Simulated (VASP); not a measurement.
Set up this calculation in VASP 6.6.1, as the native input.

```yaml
Task: band structure
Functional: PBE
Potentials_or_basis: VASP PAW PBE potentials, release 64 (Si, C)
Cutoff: 520 eV
k_mesh: 8 × 6 × 8
Occupations: gaussian, width 0.02 eV
Spin: no spin polarisation
Further_INCAR_settings: ALGO = Fast; EDIFF = 1e-07
```

The structure of SiC lies in POSCAR:

```
SiC                                     
1.0
    3.0787381452      0.0000000000      0.0000000000
    0.0000000000      4.3539932400      0.0000000000
    0.0000000000      0.0000000000      3.1360670110
  Si              C             
     2     2
Direct
     1.0000000000000000    0.0000000000000000    1.0000000000000000
     0.5000000000000000    0.5000000000000000    0.5000000000000000
     1.0000000000000000    0.2500000000000000    0.5000000000000000
     0.5000000000000000    0.7500000000000000    0.0000000000000000
```

The cell was built by a generator and isn't the measured one.

The input as run:

INCAR

```
  PREC = Accurate
  ENCUT = 520
  EDIFF = 1E-7
  ISMEAR = 0
  SIGMA = 0.02
  LREAL = F
  LASPH = T
  NELM = 80
  ALGO = Fast
  ISIF = 2
  LWAVE = F
  LCHARG = F
  GGA = PE
  KPAR = 4
```

KPOINTS

```
regular mesh
0
Gamma
  8 6 8
```

KPOINTS_OPT

```
path GXMGZRAZ,XR,MA
10
line-mode
reciprocal
 0.0000000000  0.0000000000  0.0000000000  G
 0.0000000000  0.0000000000 -0.5000000000  X

 0.0000000000  0.0000000000 -0.5000000000  X
-0.5000000000  0.0000000000 -0.5000000000  M

-0.5000000000  0.0000000000 -0.5000000000  M
 0.0000000000  0.0000000000  0.0000000000  G

 0.0000000000  0.0000000000  0.0000000000  G
 0.0000000000 -0.5000000000  0.0000000000  Z

 0.0000000000 -0.5000000000  0.0000000000  Z
 0.0000000000 -0.5000000000 -0.5000000000  R

 0.0000000000 -0.5000000000 -0.5000000000  R
-0.5000000000 -0.5000000000 -0.5000000000  A

-0.5000000000 -0.5000000000 -0.5000000000  A
 0.0000000000 -0.5000000000  0.0000000000  Z

 0.0000000000  0.0000000000 -0.5000000000  X
 0.0000000000 -0.5000000000 -0.5000000000  R

-0.5000000000  0.0000000000 -0.5000000000  M
-0.5000000000 -0.5000000000 -0.5000000000  A
```

Potentials or basis: VASP PAW PBE potentials, release 64 (Si, C).

Launch:

```bash
$ cat potpaw_PBE.64/Si/POTCAR potpaw_PBE.64/C/POTCAR > POTCAR
$ mpirun -np 4 vasp_std > vasp.out
```

It gave:

| Property | Result |
| --- | --- |
| Pressure | -0.1 GPa |
| Largest force | 0.139 eV/Å |
| Band gap on the k mesh | 1.27 eV |
| Band gap along the path | 1.27 eV |

It took 12 s on 4 MPI ranks on AMD EPYC 9R45 96-Core Processor (Zen 5), on a shared host, peak memory 0.18 GiB a rank.
